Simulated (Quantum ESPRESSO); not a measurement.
KF (Carobbiite):

```xyz
2
Lattice="0.0000 2.6719 2.6719 2.6719 0.0000 2.6719 2.6719 2.6719 0.0000" Properties=species:S:1:pos:R:3 pbc="T T T"
K     0.0000    0.0000    0.0000
F     2.6719    2.6719    2.6719
```

Base run:

* Program: Quantum ESPRESSO 7.5
* Functional: BLYP
* Potentials or basis: PseudoDojo 0.4.1 SR PBE standard
* Cutoff: 1143 eV
* Density cutoff: 4572 eV
* k mesh: 6 × 6 × 6, shifted
* Occupations: fermi-dirac, width 0.05 eV
* Spin: no spin polarisation

Its results: pressure 2.1 GPa; electronic dielectric tensor (diagonal) 1.98.

Q: The run is repeated on the same cell with these changes: functional from BLYP to PBE. What comes out?

A: Pressure 1.3 GPa; electronic dielectric tensor (diagonal) 1.98.

PBE binds more tightly than BLYP, so the same cell stands under less pressure.

Caveats: the potentials were made for another functional, which shifts forces and pressure (some runs).

Not every run made on this cell is shown here.
